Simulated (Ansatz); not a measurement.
## Trends among crystals of one structure type (Fm-3m)

All 4 crystals share space group Fm-3m (No. 225) and the same kinds of sites, 2 atoms in the primitive cell. They are database entries and needn't be the stable phases. The set is a selection: crystals with gaps under 0.25 eV or edges off the refined points were left out. Cells are relaxed by PAW under the functional.

Quantity: Kohn-Sham band edges (the gap between refined extrema, the direct gap on the fine mesh). Level: PBEsol, all-electron LAPW in Ansatz 0.2.0, scalar-relativistic.

| crystal | cell (conventional) | fine k mesh | smearing (eV) | gap (eV) | least direct gap (eV) | electron conductivity mass (mₑ) | ε∞ without local fields (PAW) |
| --- | --- | --- | --- | --- | --- | --- | --- |
| NaI | a = 6.401 Å | 10×10×10 | none | ? | ? | ? | ? |
| MgO | a = 4.214 Å | 16×16×16 | none | 4.62 | 4.62 | 0.341 | 3.32 |
| CaO | a = 4.767 Å | 14×14×14 | none | 3.54 | 3.91 | 0.546 | 4.02 |
| SrO | a = 5.123 Å | 14×14×14 | none | 3.19 | 3.26 | 0.502 | 4.05 |

Task: What did the calculation give for NaI?

Result: gap = 3.60 eV, least direct gap = 3.60 eV, electron conductivity mass = 0.257 mₑ, ε∞ without local fields (PAW) = 3.92.

Known limits: no spin-orbit coupling on heavy atoms (NaI, SrO); semilocal gaps are low, and light masses and ε∞ follow the gap.
